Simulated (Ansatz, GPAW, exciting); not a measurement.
One calculation of CuI, 4 ways

```
I Cu
1.0
     0.00000    3.03150    3.03150
     3.03150    0.00000    3.03150
     3.03150    3.03150    0.00000
I Cu
1 1
Direct
  0.00000 0.00000 0.00000
  0.75000 0.75000 0.75000
```

Alike in all runs: task band structure; functional PBE; k mesh 8 × 8 × 8; occupations fermi-dirac, width 0.05 eV; no spin polarisation; no spin-orbit coupling. Pressure is positive in compression and, in plane waves, holds the error of the finite cutoff, which Ansatz's Pulay term estimates and takes out. Gaps are the smaller of the mesh's and the band path's.

```tsv
program and potentials	plane-wave cutoff (eV)	notes	band gap (eV)	pressure (GPa)
Ansatz, PseudoDojo standard (PBE files)	1252	13 valence electrons an atom on average	1.09	0.14
Ansatz, all-electron LAPW, scalar-relativistic	-	-	1.12	0.33
exciting, all-electron LAPW+lo, shipped species files, valence relativity iora*	-	-	1.12	-
GPAW, GPAW PAW data sets (gpaw-data 1.2.1)	600	9 valence electrons an atom on average	1.14	0.89
```

The band gap spans 1.09 (Ansatz, PseudoDojo standard (PBE files)) to 1.14 eV (GPAW, GPAW PAW data sets (gpaw-data 1.2.1)), with all-electron results at 1.12. The pressure spans 0.14 (Ansatz, PseudoDojo standard (PBE files)) to 0.89 GPa (GPAW, GPAW PAW data sets (gpaw-data 1.2.1)), with all-electron results at 0.33. Spin-orbit coupling, left out here, moves the band edges of heavy atoms.

Differences between rows come from potentials, basis sets and numerical settings, since the functional is the same but for its coding. Runs on potential files found faulty are left out.
